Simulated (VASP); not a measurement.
# ZrB2: single point with PBE

The system is ZrB2.

```
Zr B
1.0
     3.17000    0.00000    0.00000
    -1.58500    2.74530    0.00000
     0.00000    0.00000    3.53300
Zr B
1 2
Cartesian
  -0.0326 -0.0324 -0.0821
  1.5345 0.9726 1.7799
  0.0028 1.8141 1.8365
```

The cell isn't the ideal one: grid = ENCUT=900 k=17x17x14 ISMEAR=-1 SIGMA=0.1 PREC=Accurate EDIFF=1e-08 LREAL=False ADDGRID=False LASPH=True; atoms moved at random, drawn with an rms of 0.1 Å.

* Program: VASP 6.6.1
* Task: single point
* Functional: PBE
* Potentials or basis: VASP PAW PBE potentials, release 64 (Zr_sv, B)
* Cutoff: 900 eV
* k mesh: 17 × 17 × 14
* Occupations: fermi-dirac, width 0.1 eV
* Spin: no spin polarisation
* Further INCAR settings: ADDGRID = False; ALGO = Normal; EDIFF = 1e-08; NBANDS = 16

```json
{
 "Pressure": "3.6 GPa",
 "Largest force": "1.962 eV/Å",
 "Band gap on the k mesh": "none (metal or under the smearing width)"
}
```

Forces in eV/Å, atoms in the order of the input:
```
Zr   0.147  0.739  1.811
B    0.670 -1.209 -0.585
B   -0.817  0.470 -1.227
```

Stress tensor (GPa, compression positive):
```
2.45 0.23 0.37
0.23 4.57 1.48
0.37 1.48 3.89
```

Levels at points of the mesh, in eV from the Fermi level:
```tsv
k point	band 5	band 6	band 7	band 8	band 9	band 10	band 11	band 12	band 13	band 14
(0.00, 0.00, 0.00)	-12.72	-3.18	-3.05	-2.36	-1.75	2.99	3.28	3.97	4.19	4.85
(0.00, 0.00, 0.50)	-10.71	-6.98	-1.72	-0.74	-0.05	0.65	0.92	1.10	1.89	5.00
```

Run time: 35 min on 1 thread of Intel(R) Xeon(R) Platinum 8175M CPU @ 2.50GHz (Skylake/Cascade Lake) (shared host), peak memory 2 GiB.
